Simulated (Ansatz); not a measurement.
Here is an unrelaxed guess for Ge.

```cif
data_structure
_symmetry_space_group_name_H-M 'P6/mmm'
_symmetry_Int_Tables_number 191
_cell_length_a 2.8974
_cell_length_b 2.8974
_cell_length_c 5.7976
_cell_angle_alpha 90.000
_cell_angle_beta 90.000
_cell_angle_gamma 120.000
_cell_volume 42.15
loop_
_atom_site_label
_atom_site_type_symbol
_atom_site_symmetry_multiplicity
_atom_site_Wyckoff_symbol
_atom_site_fract_x
_atom_site_fract_y
_atom_site_fract_z
_atom_site_occupancy
Ge1 Ge 2 e 0.00000 0.00000 0.31691 1
```

All numbers below come from DFT PBE, scalar-relativistic, plane waves, PAW (Ansatz). Settings: cutoff 420 eV, Γ-centred mesh 6×6×4 on the computed 2-atom cell, Gaussian smearing of 0.10 eV; no spin polarisation.

Energies count from the standard state of Ge at the same level.

Question: What does a single point on this coarse mesh give?

Answer: The pressure is 14.6 GPa (the mean over three directions, positive in compression), the largest force is 6.52 eV/Å, and the energy is +1.06 eV/atom against the standard state. The shortest distance is 2.12 Å.

Question: How much does it gain on relaxing, and where does it end?

Answer: Relaxing gains about 0.82 eV/atom (the start's value is from the coarse mesh, so the gain is rough) in 14 ionic steps and ends at +0.24 eV/atom on the finer mesh. The symmetry stays P6/mmm (No. 191). The end has the simple hexagonal type. The volume per atom shrinks by 8.3 %, from 21.1 to 19.3 Å³. The shortest distance goes from 2.12 Å (Ge–Ge) to 2.69 Å (Ge–Ge). The ratio c/a of the conventional cell changes by a factor of 0.47. Conventional cell: a = 2.879 Å, c = 2.693 Å. Around Ge lie 2 Ge at 2.69 Å and 6 Ge at 2.88 Å.

The last run used a 24×24×20 mesh (in the run's order of axes) for its 1-atom cell and Gaussian smearing of 0.10 eV. The relaxation can't lower the symmetry of the start. A structure relaxed within its symmetry needn't be a true minimum.
